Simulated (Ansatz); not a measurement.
# HgTe: band gap under strain

Aim: follow the gap of HgTe (zincblende) through these states: +5.1 % shear in the xy plane; -2.1 % strain along [111] alone; +5.0 % equal strain in all directions. The table at the end shows which levels were run.

Program: Ansatz 0.2.0. PAW datasets, plane waves. (Simulation; spin polarisation is off.)

### 1 Starting point

The unstrained cell was relaxed with r2SCAN; in each strained cell the atoms were relaxed again with r2SCAN. Names of k-points are those of the unstrained zone, where strain can split equivalent points. First state: +5.1 % shear in the xy plane.

It is orthorhombic, Imm2 (No. 44); conventional cell a = 4.533 Å, b = 4.770 Å, c = 6.578 Å, 35.56 Å³ an atom. Around Hg lie 4 Te at 2.84–2.86 Å; around Te lie 4 Hg at 2.84–2.86 Å.

As a file:

```cif
data_structure
_symmetry_space_group_name_H-M 'P 1'
_symmetry_Int_Tables_number 1
_cell_length_a 4.6523
_cell_length_b 4.6523
_cell_length_c 4.7704
_cell_angle_alpha 59.157
_cell_angle_beta 59.157
_cell_angle_gamma 58.306
_cell_volume 71.12
loop_
_atom_site_label
_atom_site_type_symbol
_atom_site_fract_x
_atom_site_fract_y
_atom_site_fract_z
_atom_site_occupancy
Hg1 Hg 0.00539 0.00539 0.99461 1
Te1 Te 0.24461 0.24461 0.25539 1
```

### 2 +5.1 % shear in the xy plane: PBE

File input.yaml:

```yaml
crystal:
  lattice:
    - [0.084037984, 3.2891578872, 3.2891578872]
    - [3.2891578872, 0.084037984, 3.2891578872]
    - [3.3731958712, 3.3731958712, 0.0]
  atoms:
    - { symbol: Hg, position: [0.0053906256, 0.0053906256, -0.0053906256] }
    - { symbol: Te, position: [0.2446093744, 0.2446093744, 0.2553906256] }
kpoints:
  mp_grid: { grid: [6, 6, 6] }
  band_path:
    path:
      - [0.0, 0.0, 0.0]
      - [-0.5, -0.5, 0.0]
      - [-0.375, -0.375, 0.25]
      - [-0.375, 0.0, 0.375]
      - [0.0, 0.0, 0.5]
      - [-0.5, -0.25, 0.25]
    npoints: 1
hamiltonian:
  xc: pbe
scf:
  occupations: { method: fermi_dirac, width: 0.02 }
  n_extra_bands: 4
output:
  forces: true
  stress: true
  eigenvalues: true
```

After this run come: +5.1 % shear in the xy plane: r2SCAN; +5.1 % shear in the xy plane: HSE06; -2.1 % strain along [111] alone: PBE; -2.1 % strain along [111] alone: r2SCAN; -2.1 % strain along [111] alone: HSE06; +5.0 % equal strain in all directions: PBE; +5.0 % equal strain in all directions: r2SCAN; +5.0 % equal strain in all directions: HSE06.

What does the calculation give?

As calculated:

Least gap in eV (negative: overlap):

```
                                state   PBE  r2SCAN  HSE06
         +5.1 % shear in the xy plane  0.10    0.10   0.10
      -2.1 % strain along [111] alone  0.09    0.09   0.16
+5.0 % equal strain in all directions  0.00    0.00   0.00
```

**Reading.** In PBE the gap is least under +5.0 % equal strain in all directions (0.00 eV) and largest under +5.1 % shear in the xy plane (0.10 eV). Spin-orbit coupling is left out of the table, though the cell holds Hg (Z = 80); in an element this heavy it can shift bands and gaps by tenths of an eV.
